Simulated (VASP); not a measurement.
# GaP (F-43m) in VASP: notebook

The runs below take GaP through single point, with PBE.

Program: VASP 6.6.1. These are calculated values, not measurements. Logs are shortened: lines on timing, memory, paths and dates and some standing lists are left out, and cuts for length are marked.

**Experimental background.**

From “Stacking defects in GaP nanowires: Electronic structure and optical properties”, 2018, arxiv:1810.01194, for a bulk crystal of GaP at 10 K: band gap 2.34 eV (indirect).

The runs below are set against these values where they give the same quantity.

## 1. The crystal as given

It takes space group F-43m (No. 216, cubic). Conventional cell: a = 5.451 Å, b = 5.451 Å, c = 5.451 Å, α = 90.00°, β = 90.00°, γ = 90.00°. Around Ga (site symmetry -43m) lie 4 P at 2.36 Å. P (site symmetry -43m) has 4 Ga at 2.36 Å as nearest neighbours.

## 2. Single point, PBE

The input, INCAR:

```
SYSTEM = GaP
PREC = Accurate ; ENCUT = 520
EDIFF = 1E-7 ; ISMEAR = 0
SIGMA = 0.02 ; LREAL = .FALSE.
LASPH = .TRUE. ; NELM = 100
ALGO = Normal ; ISIF = 2
LWAVE = .FALSE. ; LCHARG = .FALSE.
GGA = PE ; NBANDS = 16
```

The input, KPOINTS:

```
regular mesh
0
G
  4 4 4
  0 0 0
```

The input, POSCAR:

```
GaP
1.0
    0.0000000000      2.7252500000      2.7252500000
    2.7252500000      0.0000000000      2.7252500000
    2.7252500000      2.7252500000      0.0000000000
Ga P
1 1
Direct
    0.0000000000      0.0000000000      0.0000000000
    0.2500000000      0.2500000000      0.2500000000
```

Potentials or basis: VASP PAW PBE potentials, release 64 (Ga_d, P).

Started as:

```console
cat potpaw_PBE.64/Ga_d/POTCAR potpaw_PBE.64/P/POTCAR > POTCAR
mpirun -np 1 vasp_std > vasp.out
```

OUTCAR:

```text
SYSTEM = GaP
   PREC = Accurate
   ENCUT = 520
   EDIFF = 1E-7
   ISMEAR = 0
   LREAL = .FALSE.
   LASPH = .TRUE.
   NELM = 100
   ISIF = 2
   GGA = PE

 ion  position               nearest neighbor table
   1  0.000  0.000  0.000-   2 2.36   2 2.36   2 2.36   2 2.36
   2  0.250  0.250  0.250-   1 2.36   1 2.36   1 2.36   1 2.36

  LATTYP: Found a face centered cubic cell.
 ALAT       =     5.4505000000

  Lattice vectors:

 A1 = (   0.0000000000,   2.7252500000,   2.7252500000)
 A2 = (   2.7252500000,   0.0000000000,   2.7252500000)
 A3 = (   2.7252500000,   2.7252500000,   0.0000000000)

Analysis of symmetry for initial positions (statically):
=====================================================================
 Subroutine PRICEL returns:
 Original cell was already a primitive cell.

 Routine SETGRP: Setting up the symmetry group for a
 face centered cubic supercell.

 Subroutine GETGRP returns: Found 24 space group operations
 (whereof 24 operations were pure point group operations)
 out of a pool of 48 trial point group operations.

The static configuration has the point symmetry T_d .

Analysis of symmetry for dynamics (positions and initial velocities):
=====================================================================
 Subroutine PRICEL returns:
 Original cell was already a primitive cell.

 Routine SETGRP: Setting up the symmetry group for a
 face centered cubic supercell.

 Subroutine GETGRP returns: Found 24 space group operations
 (whereof 24 operations were pure point group operations)
 out of a pool of 48 trial point group operations.

The dynamic configuration has the point symmetry T_d .

 Subroutine INISYM returns: Found 24 space group operations
 (whereof 24 operations are pure point group operations),
 and found     1 'primitive' translations

----------------------------------------------------------------------------------------

                                     Primitive cell

  volume of cell :      40.4808

  direct lattice vectors                    reciprocal lattice vectors
     0.000000000  2.725250000  2.725250000    -0.183469406  0.183469406  0.183469406
     2.725250000  0.000000000  2.725250000     0.183469406 -0.183469406  0.183469406
     2.725250000  2.725250000  0.000000000     0.183469406  0.183469406 -0.183469406

  length of vectors
     3.854085511  3.854085511  3.854085511     0.317778334  0.317778334  0.317778334

  position of ions in fractional coordinates (direct lattice)
     0.000000000  0.000000000  0.000000000
     0.250000000  0.250000000  0.250000000

  ion indices of the primitive-cell ions
   primitive index   ion index
                 1           1
                 2           2

----------------------------------------------------------------------------------------

 KPOINTS: regular mesh

Automatic generation of k-mesh.
 Grid dimensions read from file:
 generate k-points for:    4    4    4

 Generating k-lattice:

  Cartesian coordinates                     Fractional coordinates (reciprocal lattice)
    -0.045867352  0.045867352  0.045867352     0.250000000  0.000000000  0.000000000
     0.045867352 -0.045867352  0.045867352     0.000000000  0.250000000  0.000000000
     0.045867352  0.045867352 -0.045867352     0.000000000  0.000000000  0.250000000

  Length of vectors
     0.079444583  0.079444583  0.079444583

  Shift w.r.t. Gamma in fractional coordinates (k-lattice)
     0.000000000  0.000000000  0.000000000

 Subroutine IBZKPT returns following result:
 ===========================================

 Found      8 irreducible k-points:

 Following reciprocal coordinates:
            Coordinates               Weight
  0.000000  0.000000  0.000000      1.000000
  0.250000  0.000000  0.000000      8.000000
  0.500000  0.000000  0.000000      4.000000
  0.250000  0.250000  0.000000      6.000000
  0.500000  0.250000  0.000000     24.000000
 -0.250000  0.250000  0.000000     12.000000
  0.500000  0.500000  0.000000      3.000000
 -0.250000  0.500000  0.250000      6.000000
   k-points           NKPTS =      8   k-points in BZ     NKDIM =      8   number of bands    NBANDS=     16
   number of dos      NEDOS =    301   number of ions     NIONS =      2
   total plane-waves  NPLWV =  27000
   dimension x,y,z NGX =    30 NGY =   30 NGZ =   30
   dimension x,y,z NGXF=    60 NGYF=   60 NGZF=   60
   ions per type =               1   1
   NGX,Y,Z   is equivalent  to a cutoff of  12.94, 12.94, 12.94 a.u.
   NGXF,Y,Z  is equivalent  to a cutoff of  25.88, 25.88, 25.88 a.u.
 SYSTEM =  GaP
   PREC   = accura    normal or accurate (medium, high low for compatibility)
   ISTART =      0    job   : 0-new  1-cont  2-samecut
   ICHARG =      2    charge: 1-file 2-atom 10-const
   ISPIN  =      1    spin polarized calculation?
   LNONCOLLINEAR =      F non collinear calculations
   LSORBIT =      F    spin-orbit coupling
   LASPH  =      T    aspherical Exc in radial PAW
   ENCUT  =  520.0 eV  38.22 Ry    6.18 a.u.   7.17  7.17  7.17*2*pi/ulx,y,z
   NELM   =    100;   NELMIN=  2; NELMDL= -5     # of ELM steps
   EDIFF  = 0.1E-06   stopping-criterion for ELM
   LREAL  =      F    real-space projection
   EDIFFG = 0.1E-05   stopping-criterion for IOM
   NSW    =      0    number of steps for IOM
   IBRION =     -1    ionic relax: 0-MD 1-quasi-New 2-CG
   NFREE  =      0    steps in history (QN), initial steepest desc. (CG)
   ISIF   =      2    stress and relaxation
   ISYM   =      2    0-nonsym 1-usesym 2-fastsym
   POTIM  = 0.5000    time-step for ionic-motion
   TEBEG  =    0.0;   TEEND  =   0.0 temperature during run
   PSTRESS=    0.0 pullay stress
   NELECT =      18.0000    total number of electrons
   NUPDOWN=      -1.0000    fix difference up-down
   EMIN   =  10.00;   EMAX   =-10.00  energy-range for DOS
   EFERMI =   0.00;   METHOD = LEGACY
   ISMEAR =     0;   SIGMA  =   0.02  broadening in eV -4-tet -1-fermi 0-gaus
   EFERMI_NEDOS =   21; number of points for ismear=-14 and -15
   IALGO  =     38    algorithm
   IMIX   =      4    mixing-type and parameters
     AMIX     =   0.40;   BMIX     =  1.00
     AMIX_MAG =   1.60;   BMIX_MAG =  1.00
  volume/ion in A,a.u.               =      20.24       136.59
  Fermi-wavevector in a.u.,A,eV,Ry     =   1.249538  2.361284 21.243377  1.561344
  Thomas-Fermi vector in A             =   2.383574
   LORBIT       =      0    0 simple, 1 ext, 2 COOP (PROOUT), +10 PAW based schemes
   GGA     = PE    functional components
   LHFCALC =     F    Hartree Fock is set to
   AEXX    =    0.0000 exact exchange contribution
   IVDW    =     0    specifies the selected vdW correction
   LEPSILON=     F    determine dielectric tensor
   LRPA    =     F    only Hartree local field effects (RPA)
 non-spin polarized calculation
 Gauss-broadening in eV      SIGMA  =   0.02
  energy-cutoff  :      520.00
  volume of cell :       40.48
 maximum number of plane-waves:      1106
 NGX is ok and might be reduce to    30
   NGX = 15   NGY = 15   NGZ = 15

 number of electron      17.9999989 magnetization

 Free energy of the ion-electron system (eV)
  ---------------------------------------------------
  ext. energy  EPLUGINS =         0.00000000
  ---------------------------------------------------
  free energy    TOTEN  =        -8.97607893 eV

  energy without entropy =       -8.97607893  energy(sigma->0) =       -8.97607893

 E-fermi :   4.8399     XC(G=0):  -9.8105

 val. band max:        4.6990445350   @ k =   0.0000   0.0000   0.0000
 cond. band min:       6.3277566982   @ k =   0.5000   0.5000   0.0000
 fundamental gap:      1.6287121632
 Fermi energy:         4.8399245438

 k-point     1 :       0.0000    0.0000    0.0000
  band No.  band energies     occupation
      1      -9.8993      2.00000
      2      -9.8993      2.00000
      3      -9.8993      2.00000
      4      -9.8010      2.00000
      5      -9.8010      2.00000
      6      -7.8011      2.00000
      7       4.6990      2.00000
      8       4.6990      2.00000
      9       4.6990      2.00000
     10       6.5161      0.00000
     11       8.5574      0.00000
     12       8.5574      0.00000
     13       8.5574      0.00000
     14      13.4917      0.00000
     15      14.4619      0.00000
     16      14.4619      0.00000

 k-point     2 :       0.2500    0.0000    0.0000
  band No.  band energies     occupation
      1      -9.9420      2.00000
      2      -9.8847      2.00000
      3      -9.8847      2.00000
      4      -9.7997      2.00000
      5      -9.7997      2.00000
      6      -7.0247      2.00000
      7       0.8115      2.00000
      8       4.0323      2.00000
      9       4.0323      2.00000
     10       6.8369      0.00000
     11       9.4173      0.00000
     12       9.4173      0.00000
     13      11.0461      0.00000
     14      13.6562      0.00000
     15      13.6562      0.00000
     16      14.6082      0.00000

 k-point     3 :       0.5000    0.0000    0.0000
  band No.  band energies     occupation
      1      -9.9789      2.00000
      2      -9.8748      2.00000
      3      -9.8748      2.00000
      4      -9.7935      2.00000
      5      -9.7935      2.00000
      6      -5.7298      2.00000
      7      -1.9532      2.00000
      8       3.5753      2.00000
      9       3.5753      2.00000
     10       6.3532      0.00000
     11       9.3917      0.00000
     12       9.3917      0.00000
     13      12.9708      0.00000
     14      15.5906      0.00000
     15      16.3688      0.00000
     16      16.3688      0.00000

 k-point     4 :       0.2500    0.2500    0.0000
  band No.  band energies     occupation
      1      -9.9652      2.00000
      2      -9.8677      2.00000
      3      -9.8677      2.00000
      4      -9.8170      2.00000
      5      -9.7902      2.00000
      6      -6.7628      2.00000
      7       1.0159      2.00000
      8       3.0075      2.00000
      9       3.0075      2.00000
     10       6.8557      0.00000
     11       8.4050      0.00000
     12      11.4336      0.00000
     13      11.4336      0.00000
     14      12.4960      0.00000
     15      15.4141      0.00000
     16      17.3853      0.00000

 k-point     5 :       0.5000    0.2500    0.0000
  band No.  band energies     occupation
      1      -9.9903      2.00000
      2      -9.8608      2.00000
      3      -9.8529      2.00000
      4      -9.8156      2.00000
      5      -9.7883      2.00000
      6      -5.4066      2.00000
      7      -1.4486      2.00000
      8       1.4520      2.00000
      9       2.6578      2.00000
     10       7.1381      0.00000
     11       9.6149      0.00000
     12      11.2793      0.00000
     13      11.7483      0.00000
     14      15.5405      0.00000
     15      16.4637      0.00000
     16      17.8984      0.00000

 k-point     6 :      -0.2500    0.2500    0.0000
  band No.  band energies     occupation
      1      -9.9736      2.00000
      2      -9.8706      2.00000
      3      -9.8659      2.00000
      4      -9.8023      2.00000
      5      -9.7991      2.00000
      6      -5.9182      2.00000
      7      -0.7243      2.00000
      8       1.2906      2.00000
      9       3.4904      2.00000
     10       7.8463      0.00000
     11      10.3903      0.00000
     12      10.5243      0.00000
     13      10.9807      0.00000
     14      12.9987      0.00000
     15      15.7643      0.00000
     16      18.0173      0.00000

 k-point     7 :       0.5000    0.5000    0.0000
  band No.  band energies     occupation
      1     -10.0148      2.00000
      2      -9.8366      2.00000
      3      -9.8344      2.00000
      4      -9.8344      2.00000
      5      -9.7793      2.00000
      6      -4.8237      2.00000
      7      -2.0791      2.00000
      8       2.0048      2.00000
      9       2.0048      2.00000
     10       6.3278      0.00000
     11       6.5002      0.00000
     12      15.2782      0.00000
     13      15.2782      0.00000
     14      15.9025      0.00000
     15      17.0808      0.00000
     16      17.6873      0.00000

 k-point     8 :      -0.2500    0.5000    0.2500
  band No.  band energies     occupation
      1      -9.9954      2.00000
      2      -9.8612      2.00000
      3      -9.8399      2.00000
      4      -9.8160      2.00000
      5      -9.7922      2.00000
      6      -4.7310      2.00000
      7      -1.8734      2.00000
      8       1.1115      2.00000
      9       1.2633      2.00000
     10       9.3931      0.00000
     11       9.5511      0.00000
     12      10.7806      0.00000
     13      10.8408      0.00000
     14      16.2937      0.00000
     15      16.5833      0.00000
     16      18.4176      0.00000

------------------------ aborting loop because EDIFF is reached ----------------------------------------

  FORCE on cell =-STRESS in cart. coord.  units (eV):
  Direction    XX          YY          ZZ          XY          YZ          ZX
  --------------------------------------------------------------------------------------
  -------------------------------------------------------------------------------------
  Total        0.7327863      0.7327863      0.7327863     -0.0000000      0.0000000     -0.0000000
  in kB       29.0027310     29.0027310     29.0027310     -0.0000000      0.0000000     -0.0000000
  external PRESSURE =      29.0027310 kB  Pullay stress =       0.0000000 kB

 VOLUME and BASIS-vectors are now :
 -----------------------------------------------------------------------------
  energy-cutoff  :      520.00
  volume of cell :       40.48
      direct lattice vectors                 reciprocal lattice vectors
     0.000000000  2.725250000  2.725250000    -0.183469406  0.183469406  0.183469406
     2.725250000  0.000000000  2.725250000     0.183469406 -0.183469406  0.183469406
     2.725250000  2.725250000  0.000000000     0.183469406  0.183469406 -0.183469406

 POSITION                                       TOTAL-FORCE (eV/Angst)
 -----------------------------------------------------------------------------------
      0.00000      0.00000      0.00000        -0.000000     -0.000000     -0.000000
      1.36262      1.36262      1.36262         0.000000      0.000000      0.000000
 -----------------------------------------------------------------------------------
    total drift:                                0.000002      0.000002      0.000002

  FREE ENERGIE OF THE ION-ELECTRON SYSTEM (eV)
  ---------------------------------------------------
  free  energy   TOTEN  =        -8.9760789313 eV

  energy  without entropy=       -8.9760789313  energy(sigma->0) =       -8.97607893
```

It took 5.5 s on 1 thread of Intel Xeon Platinum 8488C (Sapphire Rapids), shared host; peak memory 0.16 GiB.

What came out:

* Free energy: -8.9761 eV
* Pressure: 2.9 GPa
* Band gap on the k mesh: 1.63 eV, indirect (least direct gap 1.82 eV)

Caveat: the k mesh is coarse (spacing up to 0.50 Å⁻¹), so the values aren't converged.

## 3. Single point, PBE

INCAR is that of step 2.

KPOINTS is that of step 2.

POSCAR is that of step 2.

Potentials or basis: VASP PAW PBE potentials, release 64 (Ga_d, P).

Started as:

```console
cat potpaw_PBE.64/Ga_d/POTCAR potpaw_PBE.64/P/POTCAR > POTCAR
mpirun -np 1 vasp_std > vasp.out
```

It took 5.7 s on 1 thread of Intel Xeon Platinum 8488C (Sapphire Rapids), shared host; peak memory 0.16 GiB.

It converged, with:

* Free energy: -8.9761 eV
* Pressure: 2.9 GPa
* Band gap on the k mesh: 1.63 eV, indirect (least direct gap 1.82 eV)

Levels at points of the mesh, in eV from the valence-band top:
| k point | band 7 | band 8 | band 9 | band 10 | band 11 | band 12 |
| --- | --- | --- | --- | --- | --- | --- |
| (0.00, 0.00, 0.00) | 0.00 | 0.00 | 0.00 | 1.82 | 3.86 | 3.86 |
| (0.50, 0.00, 0.00) | -6.65 | -1.12 | -1.12 | 1.65 | 4.69 | 4.69 |
| (0.50, 0.50, 0.00) | -6.78 | -2.69 | -2.69 | 1.63 | 1.80 | 10.58 |

Caveat: the k mesh is coarse (spacing up to 0.50 Å⁻¹), so the values aren't converged.

## 4. Single point, PBE

INCAR is that of step 3.

The input, KPOINTS:

```
regular mesh
0
G
  6 6 6
  0 0 0
```

POSCAR is that of step 3.

Started as:

```console
cat potpaw_PBE.64/Ga_d/POTCAR potpaw_PBE.64/P/POTCAR > POTCAR
mpirun -np 1 vasp_std > vasp.out
```

Wall time 8.3 s (1 thread of Intel Xeon Platinum 8488C (Sapphire Rapids), shared host); peak memory 0.16 GiB.

Results (log left out):

* Free energy: -9.1024 eV
* Pressure: 2.5 GPa
* Band gap on the k mesh: 1.65 eV, indirect (least direct gap 1.83 eV)

Levels at points of the mesh, in eV from the valence-band top:
```csv
k point,band 6,band 7,band 8,band 9,band 10,band 11,band 12,band 13
"(0.00, 0.00, 0.00)",-12.49,0.00,0.00,0.00,1.83,3.88,3.88,3.88
"(0.50, 0.00, 0.00)",-10.43,-6.63,-1.12,-1.12,1.67,4.72,4.72,8.28
"(0.50, 0.50, 0.00)",-9.53,-6.76,-2.68,-2.68,1.65,1.82,10.59,10.59
```

## 5. How close it comes

Step 4. Against the measured gap of GaP, 2.34 eV (indirect; 10 K; quoted in “Stacking defects in GaP nanowires: Electronic structure and optical properties”, 2018, arxiv:1810.01194), the calculated 1.65 eV is off by -0.69 eV. Spin-orbit coupling on Ga is left out. The value is that of PBE on a finite k mesh, which can miss the band edges, without temperature or zero-point motion. Semilocal functionals fall short of measured gaps as a rule.
